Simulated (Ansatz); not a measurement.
GdN: computed DOS

```
Gd N
1.0
     0.00000    2.49950    2.49950
     2.49950    0.00000    2.49950
     2.49950    2.49950    0.00000
Gd N
1 1
Direct
  0.00000 0.00000 0.00000
  0.50000 0.50000 0.50000
```

The cell is COD entry 9008638, as deposited and not checked against the literature; nothing was relaxed.

Semilocal functionals without a Hubbard term describe localised f shells poorly; where the shell is localised, the real material differs.

Other magnetic orders may lie lower; this is the state that the run reached.

Spin–orbit coupling is left out, though it moves levels of the heavy atoms by tenths of an eV or more.

All numbers below come from Ansatz 0.2.0, DFT, PBE, all-electron LAPW, scalar-relativistic.

Sampling and basis: a Γ-centred 13×13×13 k mesh, Fermi–Dirac smearing of 0.05 eV, basis error target 0.5 meV/atom, spin-polarised from start moments Gd1 7 μB, ending with a cell moment of 7.00 μB.

States per eV and cell, averaged over 0.6 eV, from -13.0 to 2.4 eV, with energies (bin centres) from the Fermi level; empty bins are left out. The partial columns, the largest 5 alone, are projections on Löwdin-orthogonalised atomic shells (those that the program's projection atoms carry: the occupied ones and, for some elements, an empty d or f shell; other empty shells have no column), summed over atoms of an element and both spins. Weights on diffuse s and p shells depend on that basis and aren't pure angular character.

| E (eV) | spin-up | spin-down | Gd 4f | N 2p | Gd 5d | N 2s | Gd 6s |
| --- | --- | --- | --- | --- | --- | --- | --- |
| -12.8 | 0.15 | 0.13 | 0.00 | 0.00 | 0.05 | 0.18 | 0.04 |
| -12.2 | 1.11 | 0.89 | 0.01 | 0.00 | 0.34 | 1.40 | 0.12 |
| -11.6 | 0.41 | 0.63 | 0.01 | 0.00 | 0.10 | 0.80 | 0.03 |
| -11.0 | 0.00 | 0.01 | 0.00 | 0.00 | 0.00 | 0.01 | 0.00 |
| -4.4 | 0.08 | 0.00 | 0.01 | 0.03 | 0.03 | 0.00 | 0.01 |
| -3.8 | 1.84 | 0.17 | 1.18 | 0.49 | 0.22 | 0.00 | 0.09 |
| -3.2 | 10.24 | 0.63 | 9.85 | 0.63 | 0.27 | 0.01 | 0.08 |
| -2.6 | 0.98 | 0.78 | 0.29 | 0.94 | 0.38 | 0.01 | 0.10 |
| -2.0 | 1.69 | 1.54 | 0.20 | 2.10 | 0.79 | 0.02 | 0.03 |
| -1.4 | 1.17 | 1.78 | 0.19 | 2.00 | 0.62 | 0.01 | 0.01 |
| -0.8 | 0.56 | 0.10 | 0.06 | 0.45 | 0.13 | 0.00 | 0.00 |
| -0.2 | 0.12 | 0.00 | 0.01 | 0.09 | 0.02 | 0.00 | 0.00 |
| 0.4 | 0.07 | 0.06 | 0.01 | 0.03 | 0.09 | 0.00 | 0.00 |
| 1.0 | 0.14 | 0.30 | 0.12 | 0.05 | 0.27 | 0.00 | 0.00 |
| 1.6 | 0.21 | 3.91 | 3.60 | 0.06 | 0.41 | 0.00 | 0.01 |
| 2.2 | 0.31 | 7.37 | 7.15 | 0.14 | 0.35 | 0.01 | 0.01 |

(1) Where is the centre of the filled Gd 4f states between -14 eV and the top of the filled states?

Results:

(1) -3.24 eV from the Fermi level.
